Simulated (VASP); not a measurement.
Write the native input for VASP 6.6.1 that does the following.

- Task: relaxation of the atoms
- Functional: PBEsol
- Potentials or basis: VASP PAW PBE potentials, release 64 (In_d, P)
- Cutoff: 600 eV
- k mesh: 8 × 8 × 8
- Occupations: gaussian, width 0.03 eV
- Spin: no spin polarisation
- Further INCAR settings: ALGO = Fast; EDIFF = 1e-07; IBRION = 2; EDIFFG = -0.01; NSW = 40

The structure of InP lies in POSCAR:

```
InP                                     
1.0
    0.0000000000      2.9393308163      2.9393308163
    2.9393308163      0.0000000000      2.9393308163
    2.9393308163      2.9393308163      0.0000000000
  In              P             
     1     1
Direct
     0.0000000000000000    0.0000000000000000    0.0000000000000000
     0.2500000000000000    0.2500000000000000    0.2500000000000000
```

One way to write it, as run:

INCAR

```
ALGO = Fast ; EDIFF = 1E-7
EDIFFG = -0.01 ; ENCUT = 600
GGA = PS ; IBRION = 2
ISIF = 2 ; ISMEAR = 0
LASPH = T ; LCHARG = F
LREAL = F ; LWAVE = F
NELM = 80 ; NSW = 40
PREC = Accurate ; SIGMA = 0.03
```

KPOINTS

```
k-points
0
Gamma
  8 8 8
```

Potentials or basis: VASP PAW PBE potentials, release 64 (In_d, P).

Launch:

```console
$ cat potpaw_PBE.64/In_d/POTCAR potpaw_PBE.64/P/POTCAR > POTCAR
$ mpirun -np 1 vasp_std > vasp.out
```

Results of the run:

```yaml
Pressure_after_relaxing: 0.0 GPa
Band_gap_on_the_k_mesh: 0.57 eV, direct
```

Caveat: the relaxation stopped at its first step, so nothing moved; the PAW data sets were made with another functional, which shifts forces and pressure a little; spin-orbit coupling is left out, which moves the levels of the heavy elements.

It took 45 s on 1 thread of Intel(R) Xeon(R) Platinum 8259CL CPU @ 2.50GHz (Skylake/Cascade Lake), on a shared host, peak memory 0.21 GiB.
